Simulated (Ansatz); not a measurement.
Crystal: Na.

```xyz
1
Lattice="-2.1410 2.1410 2.1410 2.1410 -2.1410 2.1410 2.1410 2.1410 -2.1410" Properties=species:S:1:pos:R:3 pbc="T T T"
Na    0.0000    0.0000    0.0000
```

Base run:

* Program: Ansatz 0.2.0
* Functional: LDA
* Potentials or basis: all-electron LAPW, scalar-relativistic
* Cutoff: 75 eV (chosen from the basis error)
* Basis error allowed: 0.001 eV/atom
* k mesh: 9 × 9 × 9
* Occupations: fermi-dirac, width 0.05 eV
* Spin: no spin polarisation

Its results: pressure -1.1 GPa.

Q: The run is repeated on the same cell with these changes: functional from LDA to PBE. What comes out?

A: Pressure -0.4 GPa.

PBE binds less tightly than LDA, so the same cell stands under more pressure.
